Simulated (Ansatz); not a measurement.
# GaN: how the settings move a single-point run

How sensitive is a single-point run of GaN to its settings? A reference run comes first, then one run with altered input.

Program: Ansatz 0.2.0. Level of theory: reference: DFT, PBE, all-electron PAW with datasets made for the crystal, scalar-relativistic. These are calculated values, not measurements.

## Step 1: The structure to begin with

It takes space group I4mm (No. 107, tetragonal). Conventional cell: a = 2.818 Å, b = 2.818 Å, c = 3.985 Å, α = 90.00°, β = 90.00°, γ = 90.00°. Around Ga (site symmetry 4mm) lie 6 N at 1.96 to 2.02 Å. Around N (site symmetry 4mm) lie 6 Ga at 1.96 to 2.02 Å.

Coordinates:

```
CELL_PARAMETERS angstrom
0.00000 1.99250 1.99250
1.99250 0.00000 1.99250
1.99250 1.99250 0.00000
ATOMIC_POSITIONS crystal
Ga 0.50753 0.50753 0.49247
N 0.00000 0.00000 0.00000
```

## Step 2: The reference run

input.yaml reads:

```yaml
crystal:
  lattice:
    - [0.0, 1.9925, 1.9925]
    - [1.9925, 0.0, 1.9925]
    - [1.9925, 1.9925, 0.0]
  atoms:
    - { symbol: Ga, position: [0.5075282309, 0.5075282309, 0.4924717691] }
    - { symbol: "N", position: [0.0, 0.0, 0.0] }
kpoints:
  mp_grid: { grid: [13, 13, 13] }
scf:
  occupations: { method: fermi_dirac, width: 0.02 }
hamiltonian:
  xc: pbe
  pseudopotentials: { kind: all_electron, datasets: crystal }
output:
  forces: true
  stress: true
  eigenvalues: true
  efg: { contact_densities: true }
```

Command:

```bash
$ ansatz run input.yaml --threads 1 --pin off --max-ram 2048MiB --backend cpu --events-out ev --progress --plain --runs-dir out
```

## Step 3: Changed: mp_grid.grid [9, 9, 9]

input.yaml, as its differences from that of step 2:

```diff
@@ -9,3 +9,3 @@
 kpoints:
-  mp_grid: { grid: [13, 13, 13] }
+  mp_grid: { grid: [9, 9, 9] }
 scf:
```

Q: Predict the outcome of this session. Wanted: for each run, ending; energy change; pressure; gap; force.

As calculated:

| run | ending | energy change | pressure (GPa) | gap (eV) | force (eV/Å) | cycles | time |
| --- | --- | --- | --- | --- | --- | --- | --- |
| reference | converged | 0 | 69.3 | 1.93 | 0.28 | 8 | 26 s |
| 1: mp_grid.grid [9, 9, 9] | converged | +0.2 meV/atom | 69.3 | 2.08 | 0.28 | 8 | 12 s |

Residual by cycle in the longest SCF loop of each run; runs are numbered as in the table. The quantity is the density residual dr2, in eV.

| cycle | reference | run 1 |
| --- | --- | --- |
| 1 | 6.46 | 6.46 |
| 2 | 0.587 | 0.585 |
| 3 | 0.0328 | 0.0328 |
| 4 | 0.00409 | 0.0041 |
| 5 | 1.3e-4 | 1.3e-4 |
| 6 | 1.3e-5 | 1.3e-5 |
| 7 | 3.3e-7 | 3.2e-7 |
| 8 | 3.1e-9 | 3.1e-9 |

What this shows: Changing the k-point mesh moves the energy by +0.2 meV/atom, and the gap on the mesh goes from 1.93 to 2.08 eV. Sampling errors of the energy have no fixed sign. A gap read on a mesh depends on which points the mesh holds, and a coarse mesh shifts the density too. Cost: 12 s against 26 s. The structure is not at rest: the sound run finds 69 GPa, so these are no properties of the relaxed crystal. 

The gaps are Kohn-Sham values of a semilocal functional, not quasiparticle or optical gaps. Such gaps usually fall short of the measured ones.
